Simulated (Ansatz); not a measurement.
**Ru: an energy map of one atom**

Aim: for Ru, map the energy of atom 1 (Ru) over a plane.

Program: Ansatz 0.2.0. Level of theory: DFT PBEsol, scalar-relativistic, plane waves, PAW. These are calculated values, not measurements.

## Step 1: The structure to begin with

The structure is hexagonal, space group P6_3/mmc (No. 194). Conventional cell: a = 2.706 Å, b = 2.706 Å, c = 4.282 Å, α = 90.00°, β = 90.00°, γ = 120.00°. Ru (site symmetry -6m2) has 12 Ru at 2.65 to 2.71 Å in its first shell of neighbours.

Structure file:

```
CELL_PARAMETERS angstrom
2.70580 0.00000 0.00000
-1.35290 2.34329 0.00000
0.00000 0.00000 4.28190
ATOMIC_POSITIONS crystal
Ru 0.33333 0.66667 0.25000
Ru 0.66667 0.33333 0.75000
```

The cell is taken as given, not relaxed at this level.

## Step 2: The reference cell

The reference gives a free energy of -11633.0065 eV, pressure -6.26 GPa, largest force 0.000 eV/Å and gap on the mesh none (metal). It was computed beforehand with the settings of the runs below.

## Step 3: The scan: an energy map of one atom

Atom 1 (Ru) is moved by p along (0.000, 1.000, 0.000) and q along (0.000, 0.000, 1.000) (Å), all else fixed; its images in the other cells move with it. Points alike by symmetry are run once.

## Step 4: At p = -0.200, q = -0.200

input.yaml reads:

```yaml
crystal:
  lattice:
    - [2.7057993342, 0.0, 0.0]
    - [-1.3528996671, 2.343290961, 0.0]
    - [0.0, 0.0, 4.2819]
  atoms:
    - { symbol: Ru, position: [0.2906583085, 0.581316617, 0.203291763] }
    - { symbol: Ru, position: [0.6666666667, 0.3333333333, 0.75] }
basis:
  ecutwfc: 420
kpoints:
  mp_grid: { grid: [24, 24, 12] }
hamiltonian:
  xc: pbesol
scf:
  occupations: { method: gaussian, width: 0.15 }
output:
  forces: true
  stress: true
  eigenvalues: true
```

Started as:

```console
ansatz run input.yaml --threads 1 --pin off --max-ram 2560MiB --backend cpu --events-out ev --progress --plain --runs-dir out
```

Further runs follow: p = -0.200, q = 0.000; point p = 0.000, q = -0.200; p = 0.200, q = -0.200; p = 0.200, q = 0.000; point p = -0.200, q = -0.100; At p = -0.100, q = -0.200; At p = -0.100, q = 0.000; At p = 0.000, q = -0.100; p = 0.100, q = -0.200; p = 0.100, q = 0.000; p = 0.200, q = -0.100; point p = -0.100, q = -0.100; p = 0.100, q = -0.100.

Before running it: what results should come out? Wanted: highest point; lowest point away from the origin.

The runs gave:

| quantity | value |
| --- | --- |
| highest point | 0.393 eV/cell at (p, q) = (-0.200, -0.200) |
| lowest point away from the origin | 0.035 eV/cell at (0.100, 0.000) |

In words: The undisturbed cell is the lowest computed point. Read as harmonic, the points at ±0.100 Å give force constants of 7.21 eV/Å² along p and 11.70 eV/Å² along q: the atom moves more easily along p.
